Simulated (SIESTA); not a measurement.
Runs of SIESTA 5.4.2 on Nb. It takes space group Im-3m (No. 229, cubic). Conventional cell: a = 3.328 Å, b = 3.328 Å, c = 3.328 Å, α = 90.00°, β = 90.00°, γ = 90.00°. Nb (site symmetry m-3m) has 8 Nb at 2.88 Å as nearest neighbours. 

| task | level | potentials or basis | cell | gap on the mesh (eV) | pressure (GPa) |
| --- | --- | --- | --- | --- | --- |
| single point | PBE | PseudoDojo 0.4 standard (PBE files), DZP (energy shift 0.003 Ry; two zetas on semicore shells) | as given | none | -0.7 |
| band structure | PBEsol | PseudoDojo 0.4 standard (PBEsol files), TZP (energy shift 0.003 Ry; two zetas on semicore shells) | as given | none | (b) |
| band structure | PBEsol | PseudoDojo 0.4 standard (PBEsol files), DZ (energy shift 0.003 Ry; two zetas on semicore shells) | as given | none | (a) |
| band structure | PBEsol | PseudoDojo 0.4 standard (PBEsol files), TZDP (energy shift 0.003 Ry; two zetas on semicore shells) | as given | none | -7.2 |
| band structure | PBEsol | PseudoDojo 0.4 standard (PBEsol files), SZ (energy shift 0.003 Ry) | as given | none | -9.7 |
| single point | PBEsol | PseudoDojo 0.4 standard (PBEsol files), DZP (energy shift 0.003 Ry; two zetas on semicore shells) | as given | none | -6.4 |
| single point | PBE | PseudoDojo 0.4 standard (PBE files), DZP (energy shift 0.003 Ry; two zetas on semicore shells) | cell strained at random at fixed volume | none | -0.7 |

Alike in all rows: no spin polarisation; k mesh 11 × 11 × 11; smearing fermi-dirac 0.05 eV; grid cutoff 800 Ry; energy shift 0.003 Ry.

Problem. Fill in the values left out.

Solution. (a) -6.9; (b) -7.4.

Caveats: the basis of atomic orbitals isn't converged, which shifts pressures, moduli and gaps; the basis has no polarisation orbitals (some runs).

A k mesh can miss the band edges, and the runs leave out spin-orbit coupling on Nb.

A gap of «none» marks a metal or a gap under the smearing width.
